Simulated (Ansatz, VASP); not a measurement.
This is a calculation of Si for VASP 6.6.1. 

Contents of INCAR:

```
  ALGO = Normal
  EDIFF = 1E-6
  ENCUT = 520
  GGA = PE
  ISIF = 2
  ISMEAR = 0
  LASPH = True
  LCHARG = False
  LREAL = False
  LWAVE = False
  NELM = 80
  PREC = Accurate
  SIGMA = 0.016
```

File KPOINTS:

```
k-points
0
Gamma
  8 8 8
```

The input POSCAR:

```
Si
1.0
    0.0000000000      2.7218511865      2.7218511865
    2.7218511865      0.0000000000      2.7218511865
    2.7218511865      2.7218511865      0.0000000000
Si
2
Direct
    0.5000000000      0.5000000000      0.5000000000
    0.7500000000      0.7500000000      0.7500000000
```

Potentials or basis: VASP PAW PBE potentials, release 64 (Si).

Run with:

```console
$ cat potpaw_PBE.64/Si/POTCAR > POTCAR
$ mpirun -np 1 vasp_std > vasp.out
```

Q: Translate it to Ansatz 0.2.0. Potentials or basis there: Ansatz PAW, cutoff 420 eV.

A: As run (cutoffs and basis follow the program's own potentials, and thresholds, step limits or extra output files can differ):

The input input.yaml:

```yaml
crystal:
  lattice:
    - [0.0, 2.7218511865, 2.7218511865]
    - [2.7218511865, 0.0, 2.7218511865]
    - [2.7218511865, 2.7218511865, 0.0]
  atoms:
    - { symbol: Si, position: [0.5, 0.5, 0.5] }
    - { symbol: Si, position: [0.75, 0.75, 0.75] }
hamiltonian:
  xc: pbe
  pseudopotentials: { kind: paw }
kpoints:
  mp_grid: { grid: [8, 8, 8] }
scf:
  occupations: { method: gaussian, width: 0.016 }
output:
  forces: true
  stress: true
  eigenvalues: true
  write_density: true
  write_potential: true
  elf: true
  volumetric_format: npy
```

Potentials or basis: Ansatz PAW.

Command:

```bash
$ ansatz run input.yaml --threads 2 --pin off --max-ram 5632MiB --backend cpu --events-out ev --progress --plain --runs-dir out
```

Both were run:

|  | VASP | Ansatz |
| --- | --- | --- |
| Pressure | 1.3 GPa | 1.3 GPa |

Ansatz's pressure holds a Pulay term of +0.02 GPa for its cutoff of 420 eV, which the other run lacks.

Where Ansatz's input types no cutoff or centring, it takes its own default and a Γ-centred mesh.

Pressure is positive in compression.
